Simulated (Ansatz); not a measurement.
# Co under changes of volume

One of the cells (10.640 Å³/atom); the others are scaled copies at fixed shape and fractional positions:

```
Co
1.0
     2.47200    0.00000    0.00000
    -1.23600    2.14081    0.00000
     0.00000    0.00000    4.02114
Co
2
Direct
  0.66667 0.33333 0.75000
  0.33333 0.66667 0.25000
```

* Program: Ansatz 0.2.0
* Functional: PBE
* Potentials or basis: PseudoDojo standard (PBE files)
* Cutoff: 1306 eV
* Density cutoff: 5225 eV
* k mesh: 12 × 12 × 7
* Occupations: fermi-dirac, width 0.05 eV
* Spin: collinear spin, ferromagnetic start
* Starting moments: [2.0, 2.0] μB

```csv
volume (Å³/atom),energy over the lowest point (meV/atom),pressure (GPa),moment (μB per cell)
10.002,55.26,21.4,3.10
10.215,?,?,?
10.427,14.01,10.1,3.21
10.640,3.94,5.2,3.25
10.853,0.00,0.8,3.29
11.066,1.57,-3.2,3.32
11.279,8.21,-6.8,3.34
```

What does the run at 10.215 Å³/atom give?

Energy over the lowest point 30.91 meV/atom; pressure 15.5 GPa; moment 3.16 μB per cell.

Worked out: A Birch-Murnaghan fit of order 3 (a polynomial in V^(-2/3)) to the other rows has its minimum at 10.89 Å³/atom with B0 = V·E''(V) = 209 GPa and B' = 4.2 at fixed shape and positions, which overstates the stiffness. It gives 30.83 meV/atom at 10.215 Å³/atom, against the run's 30.91, and -dE/dV = 15.4 GPa, against 15.5. A parabola through the other rows of the moment, of slope 0.256 μB per Å³/atom there, gives 3.16 μB, against the run's 3.16.

Energies are extrapolated to zero smearing.
